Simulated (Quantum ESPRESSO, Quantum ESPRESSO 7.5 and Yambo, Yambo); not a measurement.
# A GW chain in Yambo: ZnSe (Stilleite)

Aim: the G0W0 gap of ZnSe (Stilleite) on PBE, step by step.

Calculated with Quantum ESPRESSO 7.5 and Yambo 5.3.0; PBE and many-body steps on it, plane waves.

**What was measured.**

- Gap 2.695 ± 0.003 eV: excitonic gap from free-exciton PL, not corrected for exciton binding; photoluminescence; 300 K; bulk crystal (Bridgman-grown crystal, polished and etched) (“Alloy Disordering Effects on the Thermal Conductivity and Energy Gap Temperature Dependence of Cd1−xZnxSe Ternary Crystals Grown by the Bridgman Method”, 2023, pmc:10253836).

### Step 1. The structure

Symmetry: F-43m, No. 216, cubic system. The conventional cell has a = 5.668 Å, b = 5.668 Å, c = 5.668 Å, α = 90.00°, β = 90.00°, γ = 90.00°. Zn has 4 Se at 2.45 Å nearest. Nearest to Se lie 4 Zn at 2.45 Å. Farther neighbours and most contacts between anions are not listed.

Structure file:

```cif
data_structure
_symmetry_space_group_name_H-M 'P 1'
_symmetry_Int_Tables_number 1
_cell_length_a 4.0076
_cell_length_b 4.0076
_cell_length_c 4.0076
_cell_angle_alpha 60.000
_cell_angle_beta 60.000
_cell_angle_gamma 60.000
_cell_volume 45.51
loop_
_atom_site_label
_atom_site_type_symbol
_atom_site_fract_x
_atom_site_fract_y
_atom_site_fract_z
_atom_site_occupancy
Zn1 Zn 0.00000 0.00000 0.00000 1
Se2 Se 0.25000 0.25000 0.25000 1
```

The cell and positions come from the Crystallography Open Database and are kept as given unless a step says otherwise.

### Step 2. Ground state

This step: Quantum ESPRESSO 7.5; DFT, PBE, plane waves, norm-conserving pseudopotentials.

The ground-state density comes first.

The input, pw.in:

```
&control
  calculation = 'scf'
  prefix = 'x'
  outdir = 'o'
  pseudo_dir = 'pseudo'
/
&system
  ibrav = 0
  nat = 2
  ntyp = 2
  ecutwfc = 104.0
  nbnd = 27
  force_symmorphic = .true.
/
&electrons
  conv_thr = 1e-10
  electron_maxstep = 80
  mixing_beta = 0.5
/
ATOMIC_SPECIES
  Zn 65.38 Zn.upf
  Se 78.971 Se.upf
CELL_PARAMETERS angstrom
  -0.0000000000 2.8338000000 2.8338000000
  2.8338000000 -0.0000000000 2.8338000000
  2.8338000000 2.8338000000 0.0000000000
ATOMIC_POSITIONS crystal
  Zn 0.0000000000 0.0000000000 0.0000000000
  Se 0.2500000000 0.2500000000 0.2500000000
K_POINTS automatic
  6 6 6 0 0 0
```

The run is started by

```console
> OMP_NUM_THREADS=1 mpirun -n 8 pw.x -nk 8 -in pw.in > pw.out
```

Log:

```text
Program PWSCF v.7.5 starts

     This program is part of the open-source Quantum ESPRESSO suite
     for quantum simulation of materials; please cite
         "P. Giannozzi et al., J. Phys.:Condens. Matter 21 395502 (2009);
         "P. Giannozzi et al., J. Phys.:Condens. Matter 29 465901 (2017);
         "P. Giannozzi et al., J. Chem. Phys. 152 154105 (2020);
     in publications or presentations arising from this work. More details at
     Message from routine setup:
     using ibrav=0 with symmetry is DISCOURAGED, use correct ibrav instead

     G-vector sticks info

     bravais-lattice index     =            0
     lattice parameter (alat)  =       7.5733  a.u.
     unit-cell volume          =     307.1384 (a.u.)^3
     number of atoms/cell      =            2
     number of atomic types    =            2
     number of electrons       =        44.00
     number of Kohn-Sham states=           27
     kinetic-energy cutoff     =     104.0000  Ry
     charge density cutoff     =     416.0000  Ry
     scf convergence threshold =      1.0E-10
     mixing beta               =       0.5000
     number of iterations used =            8  plain     mixing
     Exchange-correlation= PBE
                           (   1   4   3   4   0   0   0)

     celldm(1)=   7.573263  celldm(2)=   0.000000  celldm(3)=   0.000000
     celldm(4)=   0.000000  celldm(5)=   0.000000  celldm(6)=   0.000000

     crystal axes: (cart. coord. in units of alat)
               a(1) = (  -0.000000   0.707107   0.707107 )
               a(2) = (   0.707107  -0.000000   0.707107 )
               a(3) = (   0.707107   0.707107   0.000000 )

     reciprocal axes: (cart. coord. in units 2 pi/alat)
               b(1) = ( -0.707107  0.707107  0.707107 )
               b(2) = (  0.707107 -0.707107  0.707107 )
               b(3) = (  0.707107  0.707107 -0.707107 )
     Pseudo is Norm-conserving + core correction, Zval = 20.0
     Generated using ONCVPSP code by D. R. Hamann
     Using radial grid of 1326 points,  6 beta functions with:
     Pseudo is Norm-conserving + core correction, Zval = 24.0
     Generated using ONCVPSP code by D. R. Hamann
     Using radial grid of 1214 points,  6 beta functions with:
     Zn               20.00    65.38000     Zn( 1.00)
     Se               24.00    78.97100     Se( 1.00)

     24 Sym. Ops. (no inversion) found

   Cartesian axes

     site n.     atom                  positions (alat units)
         1        Zn     tau(   1) = (   0.0000000   0.0000000   0.0000000  )
         2        Se     tau(   2) = (   0.3535534   0.3535534   0.3535534  )

     number of k points=    16
                       cart. coord. in units 2pi/alat
        k(    1) = (   0.0000000   0.0000000   0.0000000), wk =   0.0092593
        k(    2) = (   0.1178511   0.1178511  -0.1178511), wk =   0.0740741
        k(    3) = (   0.2357023   0.2357023  -0.2357023), wk =   0.0740741
        k(    4) = (  -0.3535534  -0.3535534   0.3535534), wk =   0.0370370
        k(    5) = (   0.2357023   0.0000000  -0.0000000), wk =   0.0555556
        k(    6) = (   0.3535534   0.1178511  -0.1178511), wk =   0.2222222
        k(    7) = (  -0.2357023  -0.4714045   0.4714045), wk =   0.2222222
        k(    8) = (  -0.1178511  -0.3535534   0.3535534), wk =   0.2222222
        k(    9) = (   0.0000000  -0.2357023   0.2357023), wk =   0.1111111
        k(   10) = (   0.4714045   0.0000000  -0.0000000), wk =   0.0555556
     [... 4 further rows ...]
        k(   15) = (  -0.1178511  -0.3535534   0.5892557), wk =   0.2222222
        k(   16) = (  -0.7071068   0.2357023   0.0000000), wk =   0.1111111

     Dense  grid:    44039 G-vectors     FFT dimensions: (  50,  50,  50)

     Initial potential from superposition of free atoms

     starting charge      43.9998, renormalised to      44.0000
     Starting wfcs are   23 randomized atomic wfcs +    4 random wfcs

     per-process dynamical memory:    32.8 Mb

     Self-consistent Calculation

     iteration #  1     ecut=   104.00 Ry     beta= 0.50

     Threshold (ethr) on eigenvalues was too large:
     Diagonalizing with lowered threshold

     total energy              =   -1094.69458315 Ry
     estimated scf accuracy    <       0.06866874 Ry

     iteration #  2     ecut=   104.00 Ry     beta= 0.50

     total energy              =   -1094.71110296 Ry
     estimated scf accuracy    <       0.00758633 Ry

     iteration #  3     ecut=   104.00 Ry     beta= 0.50

     total energy              =   -1094.71208362 Ry
     estimated scf accuracy    <       0.00096084 Ry

     iteration #  4     ecut=   104.00 Ry     beta= 0.50

     total energy              =   -1094.71214413 Ry
     estimated scf accuracy    <       0.00004366 Ry

     iteration #  5     ecut=   104.00 Ry     beta= 0.50

     total energy              =   -1094.71215037 Ry
     estimated scf accuracy    <       0.00000277 Ry

     iteration #  6     ecut=   104.00 Ry     beta= 0.50

     total energy              =   -1094.71215092 Ry
     estimated scf accuracy    <       0.00000008 Ry

     iteration #  7     ecut=   104.00 Ry     beta= 0.50

     total energy              =   -1094.71215094 Ry
     estimated scf accuracy    <          6.6E-09 Ry

     iteration #  8     ecut=   104.00 Ry     beta= 0.50

     total energy              =   -1094.71215094 Ry
     estimated scf accuracy    <          7.5E-10 Ry

     iteration #  9     ecut=   104.00 Ry     beta= 0.50

     total energy              =   -1094.71215094 Ry
     estimated scf accuracy    <          7.8E-10 Ry

     iteration # 10     ecut=   104.00 Ry     beta= 0.50

     End of self-consistent calculation

          k = 0.0000 0.0000 0.0000 (  5577 PWs)   bands (ev):

  -198.4430-137.9212-137.9212-137.9212-116.4660 -70.6256 -70.6256 -70.6256
   -38.0966 -38.0966 -38.0966 -38.0925 -38.0925  -4.4790   2.2368   2.2368
     2.2368   2.6049   2.6049   8.7791   8.7791   8.7791  10.0703  14.5929
    14.5929  14.5929  18.7189

          k = 0.1179 0.1179-0.1179 (  5510 PWs)   bands (ev):

  -198.4430-137.9212-137.9212-137.9212-116.4660 -70.6256 -70.6256 -70.6256
   -38.0966 -38.0965 -38.0965 -38.0924 -38.0924  -4.3047   2.2533   2.2634
     2.2634   2.6032   2.6032   6.8758   8.5270   8.5270  11.3325  14.6604
    14.9952  14.9952  19.2604

          k = 0.2357 0.2357-0.2357 (  5504 PWs)   bands (ev):

  -198.4430-137.9212-137.9212-137.9212-116.4660 -70.6257 -70.6256 -70.6256
   -38.0965 -38.0964 -38.0964 -38.0924 -38.0924  -3.9136   2.3079   2.3079
     2.4075   2.6115   2.6115   4.7258   8.1000   8.1000  11.4635  15.2671
    15.2671  16.3556  19.2138

          k =-0.3536-0.3536 0.3536 (  5480 PWs)   bands (ev):

     [... further k-points ...]

     highest occupied, lowest unoccupied level (ev):     8.7791   10.0703

!    total energy              =   -1094.71215094 Ry
     estimated scf accuracy    <          1.6E-12 Ry

     The total energy is the sum of the following terms:
     one-electron contribution =    -960.68639616 Ry
     hartree contribution      =     458.33134342 Ry
     xc contribution           =    -102.66706953 Ry
     ewald contribution        =    -489.69002867 Ry

     convergence has been achieved in  10 iterations

     XML data file, charge density, pseudopotentials, collected wavefunctions

=------------------------------------------------------------------------------=
   JOB DONE.
=------------------------------------------------------------------------------=
```

Wall time 7.4 s (8 MPI ranks of Arm Neoverse V1, shared host); peak memory 0.61 GiB.

Numbers from this step:

```yaml
total_energy: -14894.3176 eV
gap: 1.291 eV
k_of_the_valence_top: 0, 0, 0
k_of_the_conduction_bottom: 0, 0, 0
least_direct_gap: 1.291 eV
```

The gap is direct, at Γ.

### Step 3. Bands along the symmetry lines

The cheap functional maps the bands first; the places of the edges decide which points the dearer methods must see.

The input, pw.in:

```
&control
  calculation = 'bands'
  prefix = 'x'
  outdir = 'o'
  pseudo_dir = 'pseudo'
/
&system
  ibrav = 0
  nat = 2
  ntyp = 2
  ecutwfc = 104.0
  nbnd = 28
  force_symmorphic = .true.
/
&electrons
  conv_thr = 1e-9
  electron_maxstep = 80
  diago_full_acc = .true.
  diago_thr_init = 5e-6
/
ATOMIC_SPECIES
  Zn 65.38 Zn.upf
  Se 78.971 Se.upf
CELL_PARAMETERS angstrom
  -0.0000000000 2.8338000000 2.8338000000
  2.8338000000 -0.0000000000 2.8338000000
  2.8338000000 2.8338000000 0.0000000000
ATOMIC_POSITIONS crystal
  Zn 0.0000000000 0.0000000000 0.0000000000
  Se 0.2500000000 0.2500000000 0.2500000000
K_POINTS crystal
  50
  0.00000000 0.00000000 0.00000000 1
  -0.06250000 -0.06250000 0.00000000 1
  -0.12500000 -0.12500000 0.00000000 1
  -0.18750000 -0.18750000 0.00000000 1
  -0.25000000 -0.25000000 0.00000000 1
  -0.31250000 -0.31250000 0.00000000 1
  -0.37500000 -0.37500000 0.00000000 1
  -0.43750000 -0.43750000 0.00000000 1
  -0.50000000 -0.50000000 0.00000000 1
  -0.48437500 -0.48437500 0.03125000 1
  -0.46875000 -0.46875000 0.06250000 1
  -0.45312500 -0.45312500 0.09375000 1
  -0.43750000 -0.43750000 0.12500000 1
  -0.42187500 -0.42187500 0.15625000 1
  -0.40625000 -0.40625000 0.18750000 1
  -0.39062500 -0.39062500 0.21875000 1
  -0.37500000 -0.37500000 0.25000000 1
  -0.37500000 0.00000000 0.37500000 1
  -0.32812500 0.00000000 0.32812500 1
  -0.28125000 0.00000000 0.28125000 1
  -0.23437500 0.00000000 0.23437500 1
  -0.18750000 0.00000000 0.18750000 1
  -0.14062500 0.00000000 0.14062500 1
  -0.09375000 0.00000000 0.09375000 1
  -0.04687500 0.00000000 0.04687500 1
  0.00000000 0.00000000 0.00000000 1
  0.00000000 0.00000000 0.06250000 1
  0.00000000 0.00000000 0.12500000 1
  0.00000000 0.00000000 0.18750000 1
  0.00000000 0.00000000 0.25000000 1
  0.00000000 0.00000000 0.31250000 1
  0.00000000 0.00000000 0.37500000 1
  0.00000000 0.00000000 0.43750000 1
  0.00000000 0.00000000 0.50000000 1
  -0.06250000 -0.03125000 0.46875000 1
  -0.12500000 -0.06250000 0.43750000 1
  -0.18750000 -0.09375000 0.40625000 1
  -0.25000000 -0.12500000 0.37500000 1
  -0.31250000 -0.15625000 0.34375000 1
  -0.37500000 -0.18750000 0.31250000 1
  -0.43750000 -0.21875000 0.28125000 1
  -0.50000000 -0.25000000 0.25000000 1
  -0.50000000 -0.28125000 0.21875000 1
  -0.50000000 -0.31250000 0.18750000 1
  -0.50000000 -0.34375000 0.15625000 1
  -0.50000000 -0.37500000 0.12500000 1
  -0.50000000 -0.40625000 0.09375000 1
  -0.50000000 -0.43750000 0.06250000 1
  -0.50000000 -0.46875000 0.03125000 1
  -0.50000000 -0.50000000 0.00000000 1
```

Log:

```text
[banner, memory and clock lines left out]
Program PWSCF v.7.5 starts

     Atomic positions and unit cell read from directory:
     o/x.save/

     Message from routine setup:
     using ibrav=0 with symmetry is DISCOURAGED, use correct ibrav instead

     G-vector sticks info

     bravais-lattice index     =            0
     lattice parameter (alat)  =       7.5733  a.u.
     unit-cell volume          =     307.1384 (a.u.)^3
     number of atoms/cell      =            2
     number of atomic types    =            2
     number of electrons       =        44.00
     number of Kohn-Sham states=           28
     kinetic-energy cutoff     =     104.0000  Ry
     charge density cutoff     =     416.0000  Ry
     Exchange-correlation= PBE
                           (   1   4   3   4   0   0   0)

     celldm(1)=   7.573263  celldm(2)=   0.000000  celldm(3)=   0.000000
     celldm(4)=   0.000000  celldm(5)=   0.000000  celldm(6)=   0.000000

     crystal axes: (cart. coord. in units of alat)
               a(1) = (  -0.000000   0.707107   0.707107 )
               a(2) = (   0.707107  -0.000000   0.707107 )
               a(3) = (   0.707107   0.707107   0.000000 )

     reciprocal axes: (cart. coord. in units 2 pi/alat)
               b(1) = ( -0.707107  0.707107  0.707107 )
               b(2) = (  0.707107 -0.707107  0.707107 )
               b(3) = (  0.707107  0.707107 -0.707107 )
     Pseudo is Norm-conserving + core correction, Zval = 20.0
     Generated using ONCVPSP code by D. R. Hamann
     Using radial grid of 1326 points,  6 beta functions with:
     Pseudo is Norm-conserving + core correction, Zval = 24.0
     Generated using ONCVPSP code by D. R. Hamann
     Using radial grid of 1214 points,  6 beta functions with:
     Zn               20.00    65.38000     Zn( 1.00)
     Se               24.00    78.97100     Se( 1.00)

     24 Sym. Ops. (no inversion) found

   Cartesian axes

     site n.     atom                  positions (alat units)
         1        Zn     tau(   1) = (   0.0000000   0.0000000   0.0000000  )
         2        Se     tau(   2) = (   0.3535534   0.3535534   0.3535534  )

     number of k points=    50
                       cart. coord. in units 2pi/alat
        k(    1) = (   0.0000000   0.0000000   0.0000000), wk =   0.0400000
        k(    2) = (   0.0000000   0.0000000  -0.0883883), wk =   0.0400000
        k(    3) = (   0.0000000   0.0000000  -0.1767767), wk =   0.0400000
[...]
[... 38 further rows ...]
        k(   49) = (   0.0441942  -0.0000000  -0.7071068), wk =   0.0400000
        k(   50) = (   0.0000000   0.0000000  -0.7071068), wk =   0.0400000

     Dense  grid:    44039 G-vectors     FFT dimensions: (  50,  50,  50)

     The potential is recalculated from file :
     o/x.save/charge-density

     Starting wfcs are   23 randomized atomic wfcs +    5 random wfcs

     Band Structure Calculation

     End of band structure calculation

          k = 0.0000 0.0000 0.0000 (  5577 PWs)   bands (ev):

  -198.4430-137.9212-137.9212-137.9212-116.4660 -70.6256 -70.6256 -70.6256
   -38.0966 -38.0966 -38.0966 -38.0925 -38.0925  -4.4790   2.2368   2.2368
     2.2368   2.6048   2.6048   8.7791   8.7791   8.7791  10.0703  14.5929
    14.5929  14.5929  18.7189  20.2713

          k = 0.0000 0.0000-0.0884 (  5533 PWs)   bands (ev):

  -198.4430-137.9212-137.9212-137.9212-116.4660 -70.6257 -70.6256 -70.6256
   -38.0966 -38.0965 -38.0965 -38.0925 -38.0924  -4.4446   2.2344   2.2444
[...]
14.7705  14.7705  19.0507  19.4940

          k = 0.0000 0.0000-0.1768 (  5513 PWs)   bands (ev):

  -198.4430-137.9212-137.9212-137.9212-116.4660 -70.6257 -70.6257 -70.6257
[...]
15.2587  15.2587  18.2447  20.0328

          k =-0.0000 0.0000-0.2652 (  5525 PWs)   bands (ev):

[...]
k = 0.0000 0.0000-0.3536 (  5457 PWs)   bands (ev):

[...]
k = 0.0000-0.0000-0.4419 (  5498 PWs)   bands (ev):

[...]
k =-0.0000 0.0000-0.5303 (  5514 PWs)   bands (ev):

[...]
k = 0.0000-0.0000-0.6187 (  5514 PWs)   bands (ev):

[...]
k = 0.5303-0.0000-0.5303 (  5486 PWs)   bands (ev):

[...]
k = 0.0000 0.0000 0.0000 (  5577 PWs)   bands (ev):

[...]
k = 0.1326 0.0000-0.7071 (  5496 PWs)   bands (ev):

[...]
k = 0.0884-0.0000-0.7071 (  5482 PWs)   bands (ev):

[...]
k = 0.0442-0.0000-0.7071 (  5482 PWs)   bands (ev):

  -198.4430-137.9212-137.9212-137.9212-116.4660 -70.6257 -70.6257 -70.6257
[...]
19.3693  19.8449  20.0979  22.7171

          k = 0.0000 0.0000-0.7071 (  5514 PWs)   bands (ev):

  -198.4430-137.9212-137.9212-137.9212-116.4660 -70.6257 -70.6257 -70.6257
   -38.0967 -38.0962 -38.0962 -38.0925 -38.0923  -3.4224   2.2680   2.4896
     2.4896   2.6531   2.7852   4.0297   6.5968   6.5968  11.7736  12.2469
    19.5147  20.0353  20.0353  22.7657

     XML data file, pseudopotentials, collected wavefunctions
```

Run time: 5 s. Hardware: 8 MPI ranks; peak memory 0.54 GiB; 39 s of CPU time.

Numbers from this step:

* gap: 1.291 eV
* k of the valence top: 0, 0, 0
* k of the conduction bottom: 0, 0, 0
* least direct gap: 1.291 eV

The gap is 1.291 eV, as in the run before at this level.

Electronic bands along the path, in eV, zero at the top of the highest filled band:

```tsv
point	band 19	band 20	band 21	band 22	band 23	band 24	band 25	band 26
Γ	-6.17	0.00	0.00	0.00	1.29	5.81	5.81	5.81
halfway	-6.15	-2.88	-1.25	-1.25	3.93	4.04	8.04	8.04
X	-5.99	-4.75	-2.18	-2.18	2.99	3.47	10.74	11.26
halfway	-5.96	-4.74	-2.56	-2.08	3.26	4.06	9.97	10.51
U	-5.91	-4.71	-3.08	-1.79	3.59	5.60	9.05	9.28
jump to K	-5.91	-4.71	-3.08	-1.79	3.59	5.60	9.05	9.28
halfway	-6.15	-3.33	-1.73	-0.49	3.79	5.97	6.67	6.69
Γ	-6.17	0.00	0.00	0.00	1.29	5.81	5.81	5.81
halfway	-6.17	-3.04	-0.48	-0.48	2.75	6.45	6.45	6.57
L	-6.01	-5.22	-0.87	-0.87	2.55	6.39	6.39	8.58
halfway	-5.96	-4.89	-2.40	-1.46	4.23	5.56	7.42	8.68
W	-5.87	-4.68	-2.76	-2.66	5.49	5.56	6.97	7.72
halfway	-5.93	-4.72	-2.48	-2.43	3.88	4.29	9.22	9.31
X	-5.99	-4.75	-2.18	-2.18	2.99	3.47	10.74	11.26
```

(Part 1 of 3 ends here.)

[Paths, hosts, dates, memory and timing lines, banners, echoed tables and standing remarks are left out of the program output.]

[Logs are printed without paths, hosts, clocks, repeated set-up lines and the standing remarks that a program may print on its own settings, such as how far it seeks lower states.]

[Runs of the session that timed out or met a known fault of the program may be left out.]

[Hosts, paths, dates, database ids (printed as entryN), source tags and the programs' standing remarks are cut or masked in the printed files.]
